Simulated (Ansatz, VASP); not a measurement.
# Cross-check of AlN between VASP and Ansatz, part 2 of 2

One calculation is typed for both programs; each brings its own data sets and cutoff. How far apart do they land? The cell is taken from a series of runs on this material, whose earlier steps may have relaxed, scaled, displaced or heated it; both programs get it as it stands.

VASP 6.6.1 and Ansatz 0.2.0.

So far. Step 2 (VASP: single point, BLYP): The run ends at a pressure of -3.29 GPa, with forces up to 0.0038 eV/Å. Step 3 (Ansatz: single point, BLYP): The run ends at a pressure of -3.05 GPa, with forces up to 0.0034 eV/Å.

## 6. Ansatz: single point, PBEsol with D4

Level of this step: Ansatz beside VASP: Kohn-Sham DFT, plane waves, PBEsol with D4 (Ansatz).

A single point gives forces, pressure and levels at one fixed geometry, so differences don't come from the geometry; what else differs is listed under the comparison. The cell compared in this pair holds 41.92 Å³, against 43.96 Å³ for the pair before.

The cell is taken from a series of runs on this material, whose earlier steps may have relaxed, scaled, displaced or heated it; both programs get it as it stands.

File input.yaml:

```yaml
crystal:
  lattice:
    - [3.11614847, 0.0, 0.0]
    - [-1.55807424, 2.69866374, 0.0]
    - [0.0, 0.0, 4.98499415]
  atoms:
    - { symbol: Al, position: [0.66666667, 0.33333333, 0.50143017] }
    - { symbol: Al, position: [0.33333333, 0.66666667, 0.00143017] }
    - { symbol: "N", position: [0.66666667, 0.33333333, 0.88356983] }
    - { symbol: "N", position: [0.33333333, 0.66666667, 0.38356983] }
hamiltonian:
  xc: pbesol
  pseudopotentials: { kind: paw }
  dispersion: d4
kpoints:
  mp_grid: { grid: [9, 9, 4] }
scf:
  occupations: { method: gaussian, width: 0.03 }
  n_extra_bands: 5
output:
  forces: true
  stress: true
  eigenvalues: true
```

On the command line:

```bash
$ ansatz run input.yaml --threads 2 --pin off --max-ram 4608MiB --backend cpu --events-out ev --progress --plain --runs-dir out
```

Numbers of over 12 decimals in the logs are rounded to 6 here.

Log:

```text
[...]
Crystal: 4 atoms, lattice volume = 41.921 Å³
Basis set: ecut = 420 eV, 833 PW (Γ), exchange–correlation on 48×48×72 points (8 copies of the dense FFT grid, shifted against one another)
Bands: 13, of which v1, the nominal top of the filled ones, is band 8 counted from 1 (7 counted from 0)
Symmetry: 12 space group operations
[...]
k-points: 36 of 324 (time reversal used)
[...]
k-point 0: bands = [... 4 lower, 6.1413, 6.7959, 6.7959, 7.0249, 11.1011, 13.5420, 17.4966, 18.0180, ... 1 higher]
  k-point 1: bands = [... 4 lower, 6.2326, 6.2326, 6.6957, 6.6957, 12.0689, 13.6628, 17.1610, 17.9877, ... 1 higher]
  k-point 2: bands = [... 4 lower, 6.4592, 6.4592, 6.4592, 6.4592, 13.3601, 13.3601, 17.2062, 17.2062, ... 1 higher]
  k-point 35: bands = [... 4 lower, 3.1154, 3.1154, 6.2237, 6.2237, 14.2977, 14.2977, 14.7089, 14.7089, ... 1 higher]
[key lines of the parts left out:]
SCF converged after 6 iterations
Free energy (F): -1812.610861 eV
Fermi energy:    9.063037 eV
P = ⅓ Tr σ = -2.9554 GPa (-29.554 kbar)
```

The run ends at a pressure of -2.96 GPa, with forces up to 0.0046 eV/Å.

## 7. VASP: single point, PBEsol with D4

The same cell, functional, mesh and smearing now go to VASP, with its own data sets and cutoff.

File INCAR:

```
SYSTEM = AlN
PREC = Accurate
ENCUT = 680
EDIFF = 1E-06
NELM = 100
ISMEAR = 0
SIGMA = 0.03
LREAL = .FALSE.
ALGO = Normal
GGA = PS
IVDW = 13
NBANDS = 14
LORBIT = 11
LWAVE = .FALSE.
LCHARG = .FALSE.
KPAR = 2
ISIF = 2
```

File POSCAR:

```
AlN
1.0
    3.1161484700      0.0000000000      0.0000000000
   -1.5580742400      2.6986637400      0.0000000000
    0.0000000000      0.0000000000      4.9849941500
Al N
2 2
Direct
    0.6666666700      0.3333333300      0.5014301700
    0.3333333300      0.6666666700      0.0014301700
    0.6666666700      0.3333333300      0.8835698300
    0.3333333300      0.6666666700      0.3835698300
```

File KPOINTS:

```
Automatic mesh
0
Gamma
9 9 4
0 0 0
```

PAW data sets: Al_GW and N_GW (PBE family, release 64).

On the command line:

```bash
$ mpirun -np 2 vasp_std
```

Log:

```text
[banner, memory and clock lines left out]
running    2 mpi-ranks, on    1 nodes
[...]
[... a notice as in an earlier step ...]

 LDA part: xc-table for (Slater+PW92), standard interpolation
 POSCAR, INCAR and KPOINTS ok, starting setup
[...]
entering main loop
       N       E                     dE             d eps       ncg     rms          rms(c)
DAV:   1     0.812728444512E+02    0.81273E+02   -0.84965E+03  1008   0.127E+03
DAV:   2    -0.285996300543E+02   -0.10987E+03   -0.93282E+02  1442   0.343E+02
DAV:   3    -0.356412391863E+02   -0.70416E+01   -0.69718E+01  1410   0.697E+01
DAV:   4    -0.357761692069E+02   -0.13493E+00   -0.13485E+00  1242   0.128E+01
[...]
DAV:  10    -0.313783011444E+02    0.24137E-03   -0.14352E-03  1442   0.447E-01    0.522E-02
DAV:  11    -0.313782813673E+02    0.19777E-04   -0.15087E-04  1666   0.133E-01    0.833E-03
DAV:  12    -0.313782816651E+02   -0.29775E-06   -0.13171E-06  1230   0.105E-02
   1 F= -.32072102E+02 E0= -.32072102E+02  d E =-.159426E-16
```

From OUTCAR (step 7):

```text
  Edisp (eV):   -0.69382

  Total      -0.88185    -0.88185    -0.85877     0.00000     0.00000    -0.00000
  in kB     -33.70327   -33.70327   -32.82149     0.00000     0.00000    -0.00000
  external pressure =      -33.41 kB  Pullay stress =        0.00 kB

 POSITION                                       TOTAL-FORCE (eV/Angst)
 -----------------------------------------------------------------------------------
      1.55807      0.89955      2.49963        -0.000000     -0.000000      0.004509
     -0.00000      1.79911      0.00713         0.000000     -0.000000      0.004509
      1.55807      0.89955      4.40459         0.000000      0.000000     -0.004509
     -0.00000      1.79911      1.91209        -0.000000     -0.000000     -0.004509
 -----------------------------------------------------------------------------------
    total drift:                               -0.000009      0.000005      0.000136

  FREE ENERGIE OF THE ION-ELECTRON SYSTEM (eV)
  ---------------------------------------------------
  free  energy   TOTEN  =       -32.0721017438 eV

  energy  without entropy=      -32.0721017438  energy(sigma->0) =      -32.07210174

[... 1 part as in an earlier step ...]

[... 2 further parts left out ...]
[key lines of the parts left out:]
E-fermi :   5.1809
```

The run ends at a pressure of -3.34 GPa, with forces up to 0.0045 eV/Å.

## 8. Differences

Both answers:

```
                                        quantity  Ansatz   VASP  difference
                                  pressure (GPa)   -2.96  -3.34       +0.39
pressure without Ansatz's Pulay correction (GPa)   -3.47  -3.34       -0.13
                          gap on the k mesh (eV)   4.076  4.088      -0.012
```

A gap on the mesh is an upper bound, since the band edges may lie between its points. Ansatz's pressure holds a Pulay correction of 0.52 GPa; VASP's holds none.

## 9. Other set-ups

Further runs change the set-up of one program: Ansatz's method, potentials or start, or VASP's data sets, cutoff or form of LDA. The table gives Ansatz less VASP for each quantity, since a change that brings one quantity closer may part another.

```
                                                       run  pressure (GPa)  gap on the k mesh (eV)  pressure without Ansatz's Pulay correction (GPa)
                                                  as above            0.39                  -0.012                                             -0.13
VASP with the data sets Al and N_h and a cutoff of 1210 eV           0.014                  -0.018                                             -0.50
```

## 10. Outcome

| Property | Result |
| --- | --- |
| difference in gap on the k mesh (single point, BLYP) | -0.0062 eV |
| difference in gap on the k mesh (single point, PBEsol with D4) | -0.012 eV |

In words: The difference in gap on the k mesh is -0.012 eV (single point, PBEsol with D4), within the 0.08 eV picked in this series as the mark of a large difference. Single point, BLYP, VASP with the data sets Al and N_h and a cutoff of 1210 eV: r.m.s. force difference goes from 0.25 to 0.57 meV/Å; the difference in pressure goes from 0.24 to -0.40 GPa; the difference in gap on the k mesh goes from -0.0062 to 6.1e-4 eV; the difference in pressure without Ansatz's Pulay correction goes from -0.36 to -1.00 GPa. Single point, PBEsol with D4, VASP with the data sets Al and N_h and a cutoff of 1210 eV: the difference in pressure goes from 0.39 to 0.014 GPa; the difference in gap on the k mesh goes from -0.012 to -0.018 eV; the difference in pressure without Ansatz's Pulay correction goes from -0.13 to -0.50 GPa. Such differences can come from data sets, numerical settings and the points named under the comparisons, not from the functional's error against experiment.

[Lines on the potential files, build, host, timing and source positions are cut from VASP's logs without a mark.]

[Logs are printed without paths, hosts, clocks, repeated set-up lines and the standing remarks that a program may print on its own settings, such as how far it seeks lower states.]

[Hosts, paths, dates, database ids (printed as entryN), source tags and the programs' standing remarks are cut or masked in the printed files.]
